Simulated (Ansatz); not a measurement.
Ge under changes of volume

One of the cells (19.014 Å³/atom); the others are scaled copies at fixed shape and fractional positions:

```
Ge
1.0
    -2.49590    2.65086    1.43695
     2.49590   -2.65086    1.43695
     2.49590    2.65086   -1.43695
Ge
2
Direct
  0.31406 0.06406 0.25000
  0.68594 0.93594 0.75000
```

This isn't the form of Ge at room conditions, which is diamond.

- Program: Ansatz 0.2.0
- Functional: PBE0
- Potentials or basis: Ansatz PAW
- Cutoff: 420 eV (not typed: the program's choice for these potentials)
- k mesh: 6 × 6 × 6
- Occupations: fermi-dirac, width 0.05 eV
- Spin: no spin polarisation

```csv
volume (Å³/atom),energy over the lowest point (meV/atom),pressure (GPa),largest force (eV/Å)
17.874,8.06,3.9,0.072
18.254,1.15,1.9,0.071
18.634,0.00,0.6,0.041
19.014,0.48,-1.0,0.039
19.395,4.60,-2.4,0.038
19.775,11.98,-3.7,0.037
20.155,?,?,?
```

What does the run at 20.155 Å³/atom give?

Energy over the lowest point 22.27 meV/atom; pressure -4.9 GPa; largest force 0.037 eV/Å.

Worked out: A Birch-Murnaghan fit of order 3 (a polynomial in V^(-2/3)) to the other rows has its minimum at 18.69 Å³/atom with B0 = V·E''(V) = 71 GPa and B' = 4.8 at fixed shape and positions, which overstates the stiffness. It gives 21.32 meV/atom at 20.155 Å³/atom, against the run's 22.27, and -dE/dV = -4.5 GPa, against -4.9.

Energies are extrapolated to zero smearing.

Caveats: all runs use coarse meshes; the PAW data sets come from PBE, with cores solved anew for the run's functional, which leaves a small shift of forces and pressure; the thresholds are loose for stress.
